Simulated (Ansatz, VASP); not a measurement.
## ZnS: VASP beside Ansatz

Contents of INCAR:

```
ALGO     = Normal         # electronic algorithm
EDIFF    = 1E-6           # SCF threshold, eV
EDIFFG   = -0.005         # ionic threshold
ENCUT    = 600            # plane-wave cutoff, eV
GGA      = PS             # functional
IBRION   = 2              # ionic algorithm
ISIF     = 3              # what is computed and relaxed
ISMEAR   = 0              # smearing method
LASPH    = T              # aspherical terms in the spheres
LCHARG   = F              # write CHGCAR
LREAL    = F              # projectors in reciprocal space
LWAVE    = F              # write WAVECAR
NELM     = 60             # most SCF steps
NSW      = 100            # ionic steps
PREC     = Accurate       # precision mode
SIGMA    = 0.02           # smearing width, eV
```

File KPOINTS:

```
k-points
0
Gamma
  8 8 8
```

POSCAR

```
ZnS
1.0
    0.0000000000      2.6936828773      2.6936828773
    2.6936828773      0.0000000000      2.6936828773
    2.6936828773      2.6936828773      0.0000000000
Zn S
1 1
Direct
    0.0000000000      0.0000000000      0.0000000000
    0.2500000000      0.2500000000      0.2500000000
```

Input for Ansatz:

```yaml
crystal:
  lattice:
    - [0.0, 2.6936828773, 2.6936828773]
    - [2.6936828773, 0.0, 2.6936828773]
    - [2.6936828773, 2.6936828773, 0.0]
  atoms:
    - { symbol: Zn, position: [0.0, 0.0, 0.0] }
    - { symbol: S, position: [0.25, 0.25, 0.25] }
basis:
  ecutwfc: 420
kpoints:
  mp_grid: { grid: [8, 8, 8] }
hamiltonian:
  xc: pbesol
scf:
  occupations: { method: gaussian, width: 0.02 }
output:
  forces: true
  stress: true
  eigenvalues: true
  write_density: true
  write_potential: true
  elf: true
  volumetric_format: npy
relax:
  adjacent_minimum: "off"
  f_tol: 0.005
  max_steps: 80
  cell: { stress_tol: 0.05 }
```

The cell is a database's computed one.

Alike in both runs: task relaxation of cell and atoms; functional PBEsol; k mesh 8 × 8 × 8; occupations gaussian, width 0.02 eV; no spin polarisation.

|  | VASP | Ansatz |
| --- | --- | --- |
| version | VASP 6.6.1 | Ansatz 0.2.0 |
| potentials or method | VASP PAW PBE potentials, release 64 (Zn, S) | scalar-relativistic, plane waves, PAW |
| plane-wave cutoff (eV) | 600 | 420 |
| valence electrons in the cell | 18 | 18 |

|  | VASP | Ansatz | Ansatz less VASP |
| --- | --- | --- | --- |
| gap on the k mesh at the Fermi level, each at its own relaxed structure (eV) | 2.08 | 2.09 | +0.006 |
| relaxed volume (Å³/atom) | 19.27 | 19.21 | -0.061 |
| relaxed cell length with the largest relative difference (Å) | 3.791 | 3.787 | -0.0040 |
| energy change over the relaxation (meV/atom) | -1 | -1 | -0.4 |

Caveats: the PAW data sets were made with another functional, which shifts forces and pressure a little (VASP). Expect the measured gap to be larger: semilocal functionals such as PBEsol lack the derivative discontinuity.
